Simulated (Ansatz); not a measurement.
The system is AlRu.

```xyz
2
Lattice="2.9916 0.0000 0.0000 0.0000 2.9916 0.0000 0.0000 0.0000 2.9916" Properties=species:S:1:pos:R:3 pbc="T T T"
Ru    1.4958    1.4958    1.4958
Al    0.0000    0.0000    0.0000
```

- Program: Ansatz 0.2.0
- Task: relaxation of cell and atoms
- Functional: B3LYP
- Potentials or basis: Ansatz PAW
- Cutoff: 420 eV (not typed: the program's choice for these potentials)
- k mesh: 5 × 5 × 5
- Occupations: fermi-dirac, width 0.05 eV
- Spin: no spin polarisation

At the start: volume 13.39 Å³/atom.

Problem. How do energy, volume and symmetry change on relaxing?

Solution. It ends after 4 steps and the volume is 13.61 Å³/atom (+1.6 %); space group Pm-3m (No. 221, to 0.05 Å).

Step by step:
```
step  energy change (eV)  largest force (eV/Å)  volume (Å³)
   1              0.0000                0.0000        26.77
   2             -0.0041                0.0000        27.32
   3             -0.0044                0.0000        27.22
   4             -0.0047                0.0000        27.22
```

Final structure:
```cif
data_structure
_symmetry_space_group_name_H-M 'P 1'
_symmetry_Int_Tables_number 1
_cell_length_a 3.0079
_cell_length_b 3.0079
_cell_length_c 3.0079
_cell_angle_alpha 90.000
_cell_angle_beta 90.000
_cell_angle_gamma 90.000
_cell_volume 27.22
loop_
_atom_site_label
_atom_site_type_symbol
_atom_site_fract_x
_atom_site_fract_y
_atom_site_fract_z
_atom_site_occupancy
Ru1 Ru 0.50000 0.50000 0.50000 1
Al1 Al 0.00000 0.00000 0.00000 1
```

Caveat: the k mesh is coarse (spacing up to 0.42 Å⁻¹), so the values aren't converged, least of all with exact exchange; the plane-wave basis is chosen anew once the cell has moved, so the energies of steps on either side of that aren't comparable; the PAW data sets come from PBE, with cores solved anew for the run's functional, which leaves a small shift of forces and pressure.
